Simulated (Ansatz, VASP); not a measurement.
This is a calculation of Te for VASP 6.6.1.

Contents of INCAR:

```
SYSTEM = Te
PREC = Accurate
ENCUT = 520
EDIFF = 1E-6
ISMEAR = -1
SIGMA = 0.05
LREAL = .FALSE.
LASPH = .TRUE.
NELM = 60
ALGO = Normal
ISIF = 2
LWAVE = .FALSE.
LCHARG = .FALSE.
GGA = CA
NBANDS = 16
```

KPOINTS

```
regular mesh
0
G
  7 7 5
  0 0 0
```

POSCAR

```
Te
1.0
    4.5126119846      0.0000000000      0.0000000000
   -2.2563059923      3.9080366161      0.0000000000
    0.0000000000      0.0000000000      6.0019563082
Te
3
Direct
    0.7310000000      0.7310000000      0.0000000000
    0.0000000000      0.2690000000      0.6666666667
    0.2690000000      0.0000000000      0.3333333333
```

Potentials or basis: VASP PAW LDA potentials, release 64 (Te).

Command:

```console
$ cat potpaw_LDA.64/Te/POTCAR > POTCAR
$ mpirun -np 1 vasp_std > vasp.out
```

Q: Set up the same calculation for Ansatz 0.2.0. Potentials there: all-electron LAPW, scalar-relativistic.

A: As run (the cutoff follows the program's own potentials):

input.yaml

```yaml
crystal:
  lattice:
    - [4.5126119846, 0.0, 0.0]
    - [-2.2563059923, 3.9080366161, 0.0]
    - [0.0, 0.0, 6.0019563082]
  atoms:
    - { symbol: Te, position: [0.731, 0.731, 0.0] }
    - { symbol: Te, position: [0.0, 0.269, 0.6666666667] }
    - { symbol: Te, position: [0.269, 0.0, 0.3333333333] }
kpoints:
  mp_grid: { grid: [7, 7, 5] }
scf:
  occupations: { method: fermi_dirac, width: 0.05 }
hamiltonian:
  xc: lda
  pseudopotentials: { kind: all_electron, lapw: { basis_error: 0.002 } }
output:
  forces: true
  stress: true
  eigenvalues: true
```

Potentials or basis: all-electron LAPW, scalar-relativistic.

The run is started by

```sh
$ ansatz run input.yaml --threads 2 --pin off --max-ram 8192MiB --backend cpu --events-out ev --progress --plain --runs-dir out
```

Both were run:

|  | VASP | Ansatz | Ansatz less VASP |
| --- | --- | --- | --- |
| gap on the k mesh at the Fermi level (eV) | 0.58 | 0.59 | +0.009 |
| least direct gap on the mesh (eV) | 0.72 | 0.73 | +0.012 |
| pressure (GPa) | -3.5 | -3.6 | -0.06 |
| largest component of the traceless stress (GPa) | 0.46 | 0.51 | +0.048 |
| rms of the force components (eV/Å) | 0.063 | 0.077 | +0.0147 |

Atom by atom the forces differ by 0.015 eV/Å (rms over components). Ansatz ran all-electron here, so the differences hold the error of VASP's frozen core and of both bases.

Caveats: spin-orbit coupling is left out, which moves the levels of the heavy elements; an odd mesh through Γ misses points on the zone boundary, where band edges often lie.
